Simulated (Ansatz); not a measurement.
# Sb: experiment and calculation

**Experimental background.**

From “Effect of pressure on the Raman modes of antimony”, 2006, arxiv:cond-mat/0608676, for a bulk crystal of Sb at 4 K: lattice constant a 4.3007 Å.

The results are compared with them further down.

The calculation used Ansatz, DFT PBEsol, scalar-relativistic, plane waves, PAW.

Settings: cutoff 420 eV, Γ-centred mesh 12×12×12 on the computed 2-atom cell, Gaussian smearing of 0.10 eV; no spin polarisation.

Relaxed structure, symmetry kept:

```
Sb
1.0
     2.16103    1.24767    3.68682
    -2.16103    1.24767    3.68682
     0.00000   -2.49534    3.68682
Sb
2
Direct
  0.23569 0.23569 0.23569
  0.76431 0.76431 0.76431
```

```json
{"Space group": "R-3m (No. 166)", "Volume per atom": "29.82 Å³", "Formation energy from the elements' standard states (uncorrected)": "-0.002 eV/atom", "Kohn–Sham band gap": "none (metal)", "Density of states at the Fermi level": "0.04 states/eV per cell (so small that it hangs on the mesh: a semimetal, or crossings between mesh points)", "Löwdin character within 0.5 eV of the Fermi level": "Sb 5p 83 %, Sb 5s 14 %", "Bulk modulus": "43 GPa", "Its pressure derivative": "6.1", "Bader charges (e)": "Sb (2 in the cell) 0.00"}
```

Spin-orbit coupling is left out, which matters for the bands of heavy elements.

A measured lattice constant a of Sb is 4.3007 Å (4 K; quoted in the paper above); the calculated 4.322 Å misses it by +0.5 %. The calculation is for 0 K without zero-point motion.